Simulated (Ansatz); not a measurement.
# InSe: random displacements

All numbers below come from Ansatz, DFT r2SCAN, scalar-relativistic, plane waves, PAW. The runs took a 500 eV cutoff, a Γ-centred 12×12×12 mesh and Gaussian smearing (0.05 eV). No spin polarisation. Energies are free energies at this smearing, counted from the undisturbed cell; pressure is positive in compression.

The starting cell (as given, not relaxed at this level):

```
CELL_PARAMETERS angstrom
2.00000 1.15470 8.31667
-2.00000 1.15470 8.31667
0.00000 -2.30940 8.31667
ATOMIC_POSITIONS crystal
In 0.00000 0.00000 0.00000
In 0.11220 0.11220 0.11220
Se 0.61550 0.61550 0.61550
Se 0.83000 0.83000 0.83000
```

The cell holds layers and no dispersion correction was added, so their binding is poorly described.

The atoms are displaced (Å, in the unstrained cell):

```tsv
atom	ux	uy	uz
In1	0.049	0.036	-0.004
In2	0.055	-0.061	0.009
Se3	-0.087	0.021	0.010
Se4	-0.017	0.004	-0.015
```

Strain (Voigt, engineering shear): (0.0029, -0.0171, -0.0025, -0.0360, -0.0037, -0.0101).

(1) What are the energy change, the stress and the forces?

Answers

(1) ΔE = 33.0 meV/atom; stress (xx, yy, zz, yz, xz, xy; compression positive) (2.52, 4.44, 2.14, 0.70, -0.47, 1.97) GPa; gap on the mesh 0.86 eV.
| atom | Fx (eV/Å) | Fy | Fz |
| --- | --- | --- | --- |
| In1 | -0.73 | 0.14 | 0.53 |
| In2 | -0.50 | 0.22 | -0.50 |
| Se3 | 0.76 | -0.24 | -0.32 |
| Se4 | 0.47 | -0.13 | 0.29 |

Cost: 1 run of about 8 core-minutes, on Oxide Virtual Turin-like Processor (Zen 5) (shared hosts).